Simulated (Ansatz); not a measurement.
**LiCl (P3_221) at 2 levels of theory**

One geometry, relaxed with PBE; plane waves with PAW potentials in Ansatz, scalar-relativistic. No spin polarisation. Gaps are the least over mesh and band path; pressure is positive in compression, and isn't given for hybrids.

```cif
data_structure
_symmetry_space_group_name_H-M 'P3_221'
_symmetry_Int_Tables_number 154
_cell_length_a 6.1922
_cell_length_b 6.1922
_cell_length_c 3.7013
_cell_angle_alpha 90.000
_cell_angle_beta 90.000
_cell_angle_gamma 120.000
_cell_volume 122.91
loop_
_atom_site_label
_atom_site_type_symbol
_atom_site_symmetry_multiplicity
_atom_site_Wyckoff_symbol
_atom_site_fract_x
_atom_site_fract_y
_atom_site_fract_z
_atom_site_occupancy
Li1 Li 3 a 0.61218 0.00000 0.66667 1
Cl1 Cl 3 b 0.36023 0.00000 0.16667 1
```

```tsv
level	cutoff (eV)	k mesh	gap (eV)	pressure (GPa)
PBE	420	6×6×6	5.81	0.0
```

What comes out on the same cell with HSE06?

```csv
level,cutoff (eV),k mesh,gap (eV),pressure (GPa)
HSE06,420,3×3×6,7.14,-
```

Another cell of LiCl relaxed alike, in Fm-3m, lies 13 meV/atom lower, so this cell isn't the stable form at this level.

It was reached by relaxing an invented guess, and it needn't be the stable form of this composition.
